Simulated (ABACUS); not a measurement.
# Pd (Fm-3m) in ABACUS: notebook, part 3 of 3

ABACUS 3.10.1. Earlier steps stand in the parts before.

### Step 5. Single point, TM

Contents of run_abacus.py:

```python
"""ABACUS run from a structure file: ASE reads it, the script writes STRU, KPT and INPUT."""
import re
import subprocess
import spglib
from ase import Atoms
from ase.io import read
from ase.units import Bohr

atoms = read("Pd.cif")
cell, frac, numbers = spglib.standardize_cell((atoms.cell[:], atoms.get_scaled_positions(), atoms.numbers), to_primitive=True, symprec=1e-4)
atoms = Atoms(numbers=numbers, cell=cell, scaled_positions=frac, pbc=True)  # the primitive cell
atoms = atoms[(-atoms.numbers).argsort(kind="stable")]  # ABACUS lists atoms element by element
pseudo = {'Pd': 'Pd_ONCV_PBE-1.2.upf'}
orbital = {}
magmoms = None
kmesh = [8, 8, 8]
params = {
    'suffix': 'Pd',
    'calculation': 'scf',
    'basis_type': 'pw',
    'pseudo_dir': './',
    'symmetry': 1,
    'dft_functional': 'MGGA_X_TM+MGGA_C_TM',
    'ecutwfc': 95,
    'pseudo_rcut': 10,
    'nspin': 1,
    'nbands': 19,
    'ks_solver': 'dav',
    'smearing_method': 'fd',
    'smearing_sigma': 0.00367493,
    'scf_thr': 1e-08,
    'scf_nmax': 100,
    'mixing_type': 'broyden',
    'mixing_beta': 0.7,
    'cal_force': 1,
    'cal_stress': 1,
    'mixing_tau': 1,
    'out_chg': 1,
    'kpar': 4,
}

symbols = atoms.get_chemical_symbols()
elements = list(dict.fromkeys(symbols))
lines = ["ATOMIC_SPECIES"] + [f"{e} {atoms.get_masses()[symbols.index(e)]:.4f} {pseudo[e]}" for e in elements]
if orbital:
    lines += ["", "NUMERICAL_ORBITAL"] + [orbital[e] for e in elements]
lines += ["", "LATTICE_CONSTANT", f"{1 / Bohr:.10f}", "", "LATTICE_VECTORS"]
lines += [" ".join(f"{x:.10f}" for x in v) for v in atoms.cell]
lines += ["", "ATOMIC_POSITIONS", "Direct"]
for e in elements:
    lines += ["", e, "0.0", str(symbols.count(e))]
    for i, p in enumerate(atoms.get_scaled_positions(wrap=False)):
        if symbols[i] == e:
            mag = "" if magmoms is None else " mag " + " ".join(str(x) for x in (magmoms[i] if isinstance(magmoms[i], list) else [magmoms[i]]))
            lines.append(" ".join(f"{x:.10f}" for x in p) + " 1 1 1" + mag)
open("STRU", "w").write("\n".join(lines) + "\n")
open("KPT", "w").write("K_POINTS\n0\nGamma\n%d %d %d 0 0 0\n" % tuple(kmesh))
open("INPUT", "w").write("INPUT_PARAMETERS\n" + "".join(f"{k:<20s}{v}\n" for k, v in params.items()))

done = subprocess.run(['mpirun', '-np', '4', 'abacus'])
if done.returncode:
    raise SystemExit(done.returncode)
log = open("OUT.Pd/running_scf.log").read()
print("final energy (eV):", re.findall(r"FINAL_ETOT_IS (\S+)", log))
```

Pd.cif is that of step 3.

Potentials or basis: SG15 ONCV 1.2 PBE, plane waves.

On the command line:

```sh
$ OMP_NUM_THREADS=1 python run_abacus.py > log
```

running log:

```text
ABACUS v3.10.1

               Atomic-orbital Based Ab-initio Computation at UStc

 ------------------------------------------------------------------------------------

 READING GENERAL INFORMATION
                           global_out_dir = OUT.Pd/
                           global_in_card = INPUT
                               pseudo_dir = ./
                              orbital_dir =
                                    DSIZE = 4
                                    GSIZE = 1

 READING UNITCELL INFORMATION
                                    ntype = 1
                  lattice constant (Bohr) = 1.88973
              lattice constant (Angstrom) = 1

 READING ATOM TYPE 1
                               atom label = Pd
                      L=0, number of zeta = 1
                      L=1, number of zeta = 1
                      L=2, number of zeta = 1
             number of atom for this type = 1

                        TOTAL ATOM NUMBER = 1
DIRECT COORDINATES
    atom                   x                   y                   z     mag                  vx                  vy                  vz
taud_Pd1            0.0000000000        0.0000000000        0.0000000000  0.0000        0.0000000000        0.0000000000        0.0000000000

                          Volume (Bohr^3) = 99.5382
                             Volume (A^3) = 14.75

 Lattice vectors: (Cartesian coordinate: in unit of a_0)
                   +0             +1.9465             +1.9465
              +1.9465                  +0             +1.9465
              +1.9465             +1.9465                  +0
 Reciprocal vectors: (Cartesian coordinate: in unit of 2 pi/a_0)
            -0.256871           +0.256871           +0.256871
            +0.256871           -0.256871           +0.256871
            +0.256871           +0.256871           -0.256871
 The esolver type has been set to : ksdft_pw

                PAO radial cut off (Bohr) = 10

 Read in pseudopotential file is Pd_ONCV_PBE-1.2.upf
                     pseudopotential type = NC
          exchange-correlation functional = PBE
                 nonlocal core correction = 0
                        valence electrons = 18
                                     lmax = 2
                           number of zeta = 0
                     number of projectors = 6
                           L of projector = 0
                           L of projector = 0
                           L of projector = 1
                           L of projector = 1
                           L of projector = 2
                           L of projector = 2
 XC functional updated to : MGGA_X_TM+MGGA_C_TM
          exchange-correlation functional = MGGA_X_TM+MGGA_C_TM
     initial pseudo atomic orbital number = 0

 SETUP THE ELECTRONS NUMBER
            electron number of element Pd = 18
      total electron number of element Pd = 18
            AUTOSET number of electrons:  = 18
                           occupied bands = 9
                                   NBANDS = 19
                                   NLOCAL = 9

%%%%%%%%%%%%%%%%%%%%%%%%%%%%%%%%%%%%%%%%%%%%%%%%%%%%%%%%%%%%%%%%%%%%%%%%%%%%%%%%%%%%%%%%%%%%%%%%%%%%%%%%%%
 Warning: the number of valence electrons in pseudopotential > 10 for Pd: [Kr] 4d10
 Pseudopotentials with additional electrons can yield (more) accurate outcomes, but may be less efficient.
[... 113 lines left out ...]
       minimum distributed K point number = 7
[... stars of the k points ...]

[... K-POINTS CARTESIAN COORDINATES: 8 rows ...]

[... K-POINTS DIRECT COORDINATES: 8 rows ...]

 SETUP PLANE WAVES FOR WAVE FUNCTIONS
     energy cutoff for wavefunc (unit:Ry) = 95
              fft grid for wave functions = [ 36, 36, 36 ]
                    number of plane waves = 1917
                         number of sticks = 199

 PARALLEL PW FOR WAVE FUNCTIONS
     PROC   COLUMNS(POT)             PW
        1            199           1917
 --------------- sum -------------------
        1            199           1917

 SETUP NONLOCAL PSEUDOPOTENTIALS IN PLANE WAVE BASIS
 Pd non-local projectors:
 projector 1 L=0
 projector 2 L=0
 projector 3 L=1
 projector 4 L=1
 projector 5 L=2
 projector 6 L=2
      TOTAL NUMBER OF NONLOCAL PROJECTORS = 18

 Init Non-Local PseudoPotential table :
 Init Non-Local-Pseudopotential done.

                                     npwx = 1563

 -------------------------------------------
 SELF-CONSISTENT
 -------------------------------------------
                                 init_chg = atomic

 PW ALGORITHM --------------- ION=   1  ELEC=   1--------------------------------
 Notice: Threshold on eigenvalues was too large.
 hsover_error=0.18 > DRHO=0.00714498
 Origin diag ethr = 0.01
 New diag ethr = 3.96943e-05

 Density error is 0.00536494130719
                          Error Threshold = 3.96943333951e-05
----------------------------------------------------------
     Energy           Rydberg                 eV
----------------------------------------------------------
 E_KohnSham     -253.1117246365      -3443.7616856633
 E_Harris       -252.4919214058      -3435.3288300872
 E_Fermi        1.4717745431         20.0245199572
----------------------------------------------------------
[... 63 lines left out ...]
 Density error is 3.55853832662e-10
                          Error Threshold = 1.88911151934e-10
----------------------------------------------------------
     Energy           Rydberg                 eV
----------------------------------------------------------
 E_KohnSham     -253.1398850836      -3444.1448282018
 E_KS(sigma->0) -253.1392469580      -3444.1361460575
 E_Harris       -253.1399745702      -3444.1460457299
 E_band         -9.7690456842        -132.9146853278
 E_one_elec     -75.8593248925       -1032.1190649716
 E_Hartree      49.2390216682        669.9312586330
 E_xc           -24.5942713075       -334.6222279396
 E_Ewald        -201.9240343006      -2747.3174296350
 E_entropy(-TS) -0.0012762512        -0.0173642886
 E_descf        0.0000000000         0.0000000000
 E_exx          0.0000000000         0.0000000000
 E_Fermi        1.4847791034         20.2014560773
----------------------------------------------------------

 charge density convergence is achieved
 final etot is -3444.1448282 eV
 EFERMI = 20.201456077 eV

 STATE ENERGY(eV) AND OCCUPATIONS    NSPIN == 1
 1/8 kpoint (Cartesian) = 0.0000 0.0000 0.0000 (1471 pws)
       1       -64.2436     0.00390625
       2       -29.8025     0.00390625
       3       -29.8025     0.00390625
       4       -29.8025     0.00390625
       5        13.1040     0.00390625
       6        17.3159     0.00390625
[... 104 lines left out ...]
       6        16.9241      0.0234375
[... 11 lines left out ...]
      18        50.8710        0.00000
      19        50.9620        0.00000

[... levels at 2 further k points ...]

------------------------------------------------------------------------------------------
 TOTAL-FORCE (eV/Angstrom)
------------------------------------------------------------------------------------------
                       Pd1         0.0000000000         0.0000000000         0.0000000000
------------------------------------------------------------------------------------------

----------------------------------------------------------------
 TOTAL-STRESS (KBAR)
----------------------------------------------------------------
        -6.4813700775        -0.0000000000         0.0000000000
        -0.0000000000        -6.4813700775        -0.0000000000
         0.0000000000         0.0000000000        -6.4813700775
----------------------------------------------------------------
 TOTAL-PRESSURE: -6.481370 KBAR

 --------------------------------------------
 !FINAL_ETOT_IS -3444.1448282017745441 eV
 --------------------------------------------
```

Wall time 44 s (4 MPI ranks of Intel Xeon Platinum 8259CL at 2.50GHz (Skylake/Cascade Lake), shared host); peak memory 0.32 GiB.

Results:

```
Free energy            : -3444.1448 eV
Pressure               : -0.6 GPa
Band gap on the k mesh : none (metal or under the smearing width)
```

Caveat: the potentials were made for another functional, which shifts forces and pressure.

### Step 6. Overview

| task | level | potentials or basis | cell | k mesh | cutoff (eV) | SCF threshold on the density | eigensolver | max steps of the relaxation | force threshold | optimiser | gap on the mesh (eV) | pressure (GPa) |
| --- | --- | --- | --- | --- | --- | --- | --- | --- | --- | --- | --- | --- |
| single point | SOGGA | Ansatz NC PBE, plane waves | as given | 10 × 10 × 10 | 1116 | 1e-08 | dav | - | - | - | none | -5.2 |
| relaxation of cell and atoms | SOGGA | Ansatz NC PBE, plane waves | relaxed | 10 × 10 × 10 | 1116 | 1e-08 | dav | 60 | 0.02 eV/Å | cg | none | 0.0 |
| single point | BLYP | SG15 ONCV 1.2 PBE, DZP LCAO (the cutoffs set its grid) | as given | 11 × 11 × 11 | 1361 | 1e-07 | genelpa | - | - | - | none | 9.9 |
| single point | TM | SG15 ONCV 1.2 PBE, plane waves | as given | 8 × 8 × 8 | 1293 | 1e-08 | dav | - | - | - | none | -0.6 |

Alike in all rows: no spin polarisation; smearing fermi-dirac 0.05 eV.

Caveats: the potentials were made for another functional, which shifts forces and pressure; the atomic orbitals were generated for these runs and aren't a published set (some runs); the basis of atomic orbitals isn't converged, which shifts pressures, moduli and gaps (some runs).

Total energies depend on the potentials used, so only differences within one code and one set of settings carry meaning.
